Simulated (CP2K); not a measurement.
# Li (P6_3/mmc) in CP2K: a series of runs

Aim: see how the results for Li move with the level of theory and the settings. Levels: PBE, LDA, PBEsol, AM05, rev-vdW-DF2. Tasks: single point.

All numbers are computed with CP2K 2026.2; they aren't measurements. Logs are shortened: lines on timing, memory, paths and dates and some standing lists are left out, and cuts for length are marked.

### 1 The structure

The structure is hexagonal, space group P6_3/mmc (No. 194). Conventional cell: a = 3.111 Å, b = 3.111 Å, c = 5.093 Å, α = 90.00°, β = 90.00°, γ = 120.00°. Li (site symmetry -6m2) has 12 Li at 3.11 to 3.12 Å as nearest neighbours.

This isn't the form of Li at room conditions, which is bcc.

### 2 Single point, PBE

Contents of li_scf.inp:

```
&GLOBAL
  PROJECT li_scf
  RUN_TYPE ENERGY_FORCE
  PRINT_LEVEL LOW
&END GLOBAL
&FORCE_EVAL
  METHOD QS
  STRESS_TENSOR ANALYTICAL
  &DFT
    BASIS_SET_FILE_NAME BASIS_MOLOPT_UZH
    POTENTIAL_FILE_NAME POTENTIAL_UZH
    &MGRID
      CUTOFF 675
      REL_CUTOFF 60
      NGRIDS 5
    &END MGRID
    &QS
      METHOD GPW
      EPS_DEFAULT 1.0E-9
    &END QS
    &KPOINTS
      SCHEME MONKHORST-PACK 10 10 5
      GAMMA_CENTERED T
      SYMMETRY T
      SYMMETRY_BACKEND SPGLIB
    &END KPOINTS
    &SCF
      SCF_GUESS ATOMIC
      EPS_SCF 1.0E-6
      MAX_SCF 100
      ADDED_MOS 10
      CHOLESKY OFF
      EPS_EIGVAL 1.0E-7
      &DIAGONALIZATION ON
        ALGORITHM STANDARD
      &END DIAGONALIZATION
      &MIXING ON
        METHOD BROYDEN_MIXING
        ALPHA 0.4
        BETA 1.5
        NBUFFER 8
      &END MIXING
      &SMEAR ON
        METHOD FERMI_DIRAC
        ELECTRONIC_TEMPERATURE [K] 580.226
      &END SMEAR
    &END SCF
    &XC
      &XC_FUNCTIONAL
        &GGA_X_PBE
        &END GGA_X_PBE
        &GGA_C_PBE
        &END GGA_C_PBE
      &END XC_FUNCTIONAL
    &END XC
    &PRINT
      &KPOINTS ON
      &END KPOINTS
      &MULLIKEN ON
      &END MULLIKEN
      &MO ON
        ENERGIES T
        OCCUPATION_NUMBERS T
        &EACH
          QS_SCF 0
        &END EACH
        ADD_LAST NUMERIC
      &END MO
    &END PRINT
  &END DFT
  &SUBSYS
    &CELL
      A 3.1110000000 0.0000000000 0.0000000000
      B -1.5555000000 2.6942050312 0.0000000000
      C 0.0000000000 0.0000000000 5.0930000000
      PERIODIC XYZ
    &END CELL
    &COORD
      SCALED
      Li  0.6666666667 0.3333333333 0.7500000000
      Li  0.3333333333 0.6666666667 0.2500000000
    &END COORD
    &KIND Li
      BASIS_SET TZVP-MOLOPT-PBE-GTH-q3
      POTENTIAL GTH-PBE-q3
    &END KIND
    &PRINT
      &ATOMIC_COORDINATES ON
      &END ATOMIC_COORDINATES
      &CELL ON
      &END CELL
    &END PRINT
  &END SUBSYS
  &PRINT
    &FORCES ON
    &END FORCES
    &STRESS_TENSOR ON
    &END STRESS_TENSOR
  &END PRINT
&END FORCE_EVAL
```

Potentials or basis: POTENTIAL_UZH Li GTH-PBE-q3; TZVP-MOLOPT-PBE-GTH basis.

The run is started by

```
OMP_NUM_THREADS=1 cp2k.psmp -i li_scf.inp -o li_scf.out
```

li_scf.out:

```text

 CP2K| version string:                                       CP2K version 2026.2
 CP2K| Input file name                                                li_scf.inp

 GLOBAL| Force Environment number                                              1
 GLOBAL| Basis set file name                                    BASIS_MOLOPT_UZH
 GLOBAL| Potential file name                                       POTENTIAL_UZH
 GLOBAL| MM Potential file name                                     MM_POTENTIAL
 GLOBAL| Coordinate file name                                      __STD_INPUT__
 GLOBAL| Method name                                                        CP2K
 GLOBAL| Project name                                                     li_scf
 GLOBAL| Run type                                                   ENERGY_FORCE
 GLOBAL| FFT library                                                       FFTW3
[... 6 lines left out ...]
 GLOBAL| Total number of message passing processes                             1
 GLOBAL| Number of threads for this process                                    1
 GLOBAL| CPU model name                          Intel(R) Xeon(R) Platinum 8488C

 CELL| Volume [angstrom^3]:                                            42.687855
 CELL| Vector a [angstrom]:       3.111     0.000     0.000   |a| =     3.111000
 CELL| Vector b [angstrom]:      -1.556     2.694     0.000   |b| =     3.111000
 CELL| Vector c [angstrom]:       0.000     0.000     5.093   |c| =     5.093000
 CELL| Angle (b,c), alpha [degree]:                                    90.000000
 CELL| Angle (a,c), beta  [degree]:                                    90.000000
 CELL| Angle (a,b), gamma [degree]:                                   120.000000
 CELL| Numerically orthorhombic:                                              NO
 CELL| Periodicity                                                           XYZ

 CELL_REF| Volume [angstrom^3]:                                        42.687855
 CELL_REF| Vector a [angstrom     3.111     0.000     0.000   |a| =     3.111000
 CELL_REF| Vector b [angstrom    -1.556     2.694     0.000   |b| =     3.111000
 CELL_REF| Vector c [angstrom     0.000     0.000     5.093   |c| =     5.093000
 CELL_REF| Angle (b,c), alpha [degree]:                                90.000000
 CELL_REF| Angle (a,c), beta  [degree]:                                90.000000
 CELL_REF| Angle (a,b), gamma [degree]:                               120.000000
 CELL_REF| Numerically orthorhombic:                                          NO
 CELL_REF| Periodicity                                                       XYZ
[... 9 lines left out ...]
 TOTAL NUMBERS AND MAXIMUM NUMBERS

  Total number of            - Atomic kinds:                                   1
                             - Atoms:                                          2
                             - Shell sets:                                     2
                             - Shells:                                        10
                             - Primitive Cartesian functions:                 10
                             - Cartesian basis functions:                     14
                             - Spherical basis functions:                     14

[... 120 lines left out ...]

  Overlap energy of the core charge distribution:               0.00000000000000
  Self energy of the core charge distribution:                -12.70230320593805
  Core Hamiltonian energy:                                      0.60302428849327
  Hartree energy:                                               0.80360866638856
  Exchange-correlation energy:                                 -3.64812553283211
  Electronic entropic energy:                                  -0.00027106146647
  Fermi energy:                                                 0.00738899517119

  Total energy:                                               -14.94406684532896
  Total energy (extrapolated to T->0):                        -14.94393131459572

 MO| EIGENVALUES AND OCCUPATION NUMBERS FOR K POINT 1
 MO|
 MO|  Index      Eigenvalue [a.u.]        Eigenvalue [eV]             Occupation
 MO|      1              -1.705065             -46.397190               2.000000
 MO|      2              -1.705031             -46.396245               2.000000
 MO|      3               0.052514               1.428969               0.000000
 MO|      4               0.065391               1.779375               0.000000
 MO|      5               0.137829               3.750510               0.000000
 MO|      6               0.150062               4.083404               0.000000
 MO|      7               0.287908               7.834386               0.000000
 MO|      8               0.327927               8.923355               0.000000
 MO|      9               0.496795              13.518469               0.000000
 MO|     10               0.517044              14.069469               0.000000
 MO|     11               0.983867              26.772377               0.000000
 MO|     12               1.002021              27.266374               0.000000
 MO|     13               3.760759             102.335466               0.000000
[... 235 lines left out ...]
 MO|      2              -1.705028             -46.396166               2.000000
 MO|      3              -0.040130              -1.091994               2.000000
 MO|      4               0.056732               1.543748               0.000000
 MO|      5               0.183189               4.984823               0.000000
 MO|      6               0.269940               7.345447               0.000000
 MO|      7               0.351772               9.572200               0.000000
 MO|      8               0.400329              10.893502               0.000000
 MO|      9               0.503201              13.692802               0.000000
 MO|     10               0.537047              14.613793               0.000000
 MO|     11               0.994045              27.049344               0.000000
 MO|     12               1.195765              32.538431               0.000000
 MO|     13               3.495047              95.105054               0.000000
 MO| Sum:                                                               6.000000
 MO| E(Fermi):            0.007389 a.u.          0.201065 eV

 [... the levels of further k-points ...]

 !-----------------------------------------------------------------------------!
                     Mulliken Population Analysis

 #  Atom  Element  Kind  Atomic population                           Net charge
       1     Li       1          3.000000                             -0.000000
       2     Li       1          3.000000                             -0.000000
 # Total charge                              6.000000                 -0.000000

 !-----------------------------------------------------------------------------!

 ENERGY| Total FORCE_EVAL ( QS ) energy [hartree]            -14.944067560326619

 FORCES| Atomic forces [hartree/bohr]
 FORCES|   Atom     x               y               z               |f|
 FORCES|      1  5.23141098E-13 -4.13943260E-13  4.48590944E-10   4.48591440E-10
 FORCES|      2 -5.23774566E-13  4.13340493E-13 -4.48590187E-10   4.48590684E-10
 FORCES| Sum    -6.33467743E-16 -6.02766704E-16  7.56296806E-16
 FORCES| Total atomic force                                       1.15611156E-15

 STRESS| Analytical stress tensor [bar]
 STRESS|                        x                   y                   z
 STRESS|      x       -5.61445596239E+03  -2.78815906901E-04  -9.36163426841E-08
 STRESS|      y       -2.78815906901E-04  -5.61445627699E+03   5.42957110987E-08
 STRESS|      z       -9.36163426841E-08   5.42957110987E-08  -7.99096433936E+03
 STRESS| 1/3 Trace                                            -6.40662552625E+03
 STRESS| Determinant                                          -2.51892117003E+11

 STRESS| Eigenvectors and eigenvalues of the analytical stress tensor [bar]
 STRESS|                        1                   2                   3
 STRESS| Eigenvalues  -7.99096433936E+03  -5.61445643982E+03  -5.61445579956E+03
 STRESS|      x           0.000000000039      0.504300903356      0.863527995420
 STRESS|      y          -0.000000000023      0.863527995420     -0.504300903356
 STRESS|      z           1.000000000000     -0.000000000000     -0.000000000046
```

Run time: 18 s. Hardware: 1 thread of Intel Xeon Platinum 8488C (Sapphire Rapids), shared host; peak memory 0.33 GiB.

Results:

```
Free energy            : -406.6488 eV
Pressure               : -0.6 GPa
Band gap on the k mesh : none (metal or under the smearing width)
```

Caveat: the basis of atomic orbitals isn't converged, which shifts pressures, moduli and gaps.

### 3 Single point, LDA

li_scf.inp, as its differences from that of step 2:

```diff
@@ -49,6 +49,6 @@
       &XC_FUNCTIONAL
-        &GGA_X_PBE
-        &END GGA_X_PBE
-        &GGA_C_PBE
-        &END GGA_C_PBE
+        &LDA_X
+        &END LDA_X
+        &LDA_C_PW
+        &END LDA_C_PW
       &END XC_FUNCTIONAL
```

Potentials or basis: POTENTIAL_UZH Li GTH-PBE-q3; TZVP-MOLOPT-PBE-GTH basis.

The run is started by

```
OMP_NUM_THREADS=1 cp2k.psmp -i li_scf.inp -o li_scf.out
```

Wall time 16 s (1 thread of Intel Xeon Platinum 8488C (Sapphire Rapids), shared host); peak memory 0.35 GiB.

The run converged. Its results:

| Property | Result |
| --- | --- |
| Free energy | -400.8906 eV |
| Pressure | -1.4 GPa |
| Band gap on the k mesh | none (metal or under the smearing width) |

Stress tensor (GPa, compression positive):
```
-1.36  0.00  0.00
 0.00 -1.36  0.00
 0.00  0.00 -1.59
```

Levels at points of the mesh, in eV from the Fermi level:
```tsv
k point	band 1	band 2	band 3	band 4	band 5	band 6	band 7
(0.00, 0.00, 0.00)	-45.74	-45.73	-3.46	0.03	2.81	14.81	14.81
(0.00, 0.50, 0.00)	-45.73	-45.72	-0.06	1.01	5.30	6.71	8.97
```

Caveat: the potentials were made for another functional, which shifts forces and pressure; the basis of atomic orbitals isn't converged, which shifts pressures, moduli and gaps.

### 4 Single point, PBEsol

li_scf.inp, as its differences from that of step 3:

```diff
@@ -49,6 +49,6 @@
       &XC_FUNCTIONAL
-        &LDA_X
-        &END LDA_X
-        &LDA_C_PW
-        &END LDA_C_PW
+        &GGA_X_PBE_SOL
+        &END GGA_X_PBE_SOL
+        &GGA_C_PBE_SOL
+        &END GGA_C_PBE_SOL
       &END XC_FUNCTIONAL
```

The run is started by

```
OMP_NUM_THREADS=1 cp2k.psmp -i li_scf.inp -o li_scf.out
```

Run time: 16 s. Hardware: 1 thread of Intel Xeon Platinum 8488C (Sapphire Rapids), shared host; peak memory 0.35 GiB.

Results (log left out):

```yaml
Free_energy: -403.5199 eV
Pressure: -0.7 GPa
Band_gap_on_the_k_mesh: none (metal or under the smearing width)
```

Stress tensor (GPa, compression positive):
```
-0.59  0.00  0.00
 0.00 -0.59  0.00
 0.00  0.00 -0.83
```

Levels at points of the mesh, in eV from the Fermi level:
```
           k point  band 1  band 2  band 3  band 4  band 5  band 6  band 7
(0.00, 0.00, 0.00)  -46.06  -46.05   -3.52    0.06    2.79   15.23   15.23
(0.00, 0.50, 0.00)  -46.05  -46.04   -0.05    1.01    5.46    6.84    9.21
```

Caveat: the potentials were made for another functional, which shifts forces and pressure; the basis of atomic orbitals isn't converged, which shifts pressures, moduli and gaps.

### 5 Single point, AM05

li_scf.inp, as its differences from that of step 4:

```diff
@@ -49,6 +49,6 @@
       &XC_FUNCTIONAL
-        &GGA_X_PBE_SOL
-        &END GGA_X_PBE_SOL
-        &GGA_C_PBE_SOL
-        &END GGA_C_PBE_SOL
+        &GGA_X_AM05
+        &END GGA_X_AM05
+        &GGA_C_AM05
+        &END GGA_C_AM05
       &END XC_FUNCTIONAL
```

Potentials or basis: POTENTIAL_UZH Li GTH-PBE-q3; TZVP-MOLOPT-PBE-GTH basis.

The run is started by

```
OMP_NUM_THREADS=1 cp2k.psmp -i li_scf.inp -o li_scf.out
```

li_scf.out:

```text

 CP2K| version string:                                       CP2K version 2026.2
 CP2K| Input file name                                                li_scf.inp

 GLOBAL| Force Environment number                                              1
 GLOBAL| Basis set file name                                    BASIS_MOLOPT_UZH
 GLOBAL| Potential file name                                       POTENTIAL_UZH
 GLOBAL| MM Potential file name                                     MM_POTENTIAL
 GLOBAL| Coordinate file name                                      __STD_INPUT__
 GLOBAL| Method name                                                        CP2K
 GLOBAL| Project name                                                     li_scf
 GLOBAL| Run type                                                   ENERGY_FORCE
 GLOBAL| FFT library                                                       FFTW3
[... 6 lines left out ...]
 GLOBAL| Total number of message passing processes                             1
 GLOBAL| Number of threads for this process                                    1
 GLOBAL| CPU model name                          Intel(R) Xeon(R) Platinum 8488C

[... 444 lines left out ...]
 # Total charge                              6.000000                 -0.000000

 !-----------------------------------------------------------------------------!

 ENERGY| Total FORCE_EVAL ( QS ) energy [hartree]            -14.790184647261164

 FORCES| Atomic forces [hartree/bohr]
 FORCES|   Atom     x               y               z               |f|
 FORCES|      1  7.45512865E-13 -6.21185729E-13  5.31627613E-10   5.31628499E-10
 FORCES|      2 -7.45520688E-13  6.19867733E-13 -5.31627421E-10   5.31628305E-10
 FORCES| Sum    -7.82270345E-18 -1.31799644E-15  1.92097653E-16
 FORCES| Total atomic force                                       1.33194494E-15

 STRESS| Analytical stress tensor [bar]
 STRESS|                        x                   y                   z
 STRESS|      x       -3.31557075642E+03  -5.09025065622E-05  -1.59396469005E-07
 STRESS|      y       -5.09025065622E-05  -3.31557081312E+03   9.21874734733E-08
 STRESS|      z       -1.59396469005E-07   9.21874734733E-08  -5.74736364823E+03
 STRESS| 1/3 Trace                                            -4.12616840593E+03
 STRESS| Determinant                                          -6.31808239255E+10

 STRESS| Eigenvectors and eigenvalues of the analytical stress tensor [bar]
 STRESS|                        1                   2                   3
 STRESS| Eigenvalues  -5.74736364823E+03  -3.31557084304E+03  -3.31557072651E+03
 STRESS|      x           0.000000000066      0.506665742805      0.862142578155
 STRESS|      y          -0.000000000038      0.862142578155     -0.506665742805
 STRESS|      z           1.000000000000     -0.000000000001     -0.000000000076
```

Run time: 16 s. Hardware: 1 thread of Intel Xeon Platinum 8488C (Sapphire Rapids), shared host; peak memory 0.36 GiB.

Results:

```yaml
Free_energy: -402.4614 eV
Pressure: -0.4 GPa
Band_gap_on_the_k_mesh: none (metal or under the smearing width)
```

Stress tensor (GPa, compression positive):
```
-0.33  0.00  0.00
 0.00 -0.33  0.00
 0.00  0.00 -0.57
```

Caveat: the potentials were made for another functional, which shifts forces and pressure; the basis of atomic orbitals isn't converged, which shifts pressures, moduli and gaps.

[end of part 1 of 2]
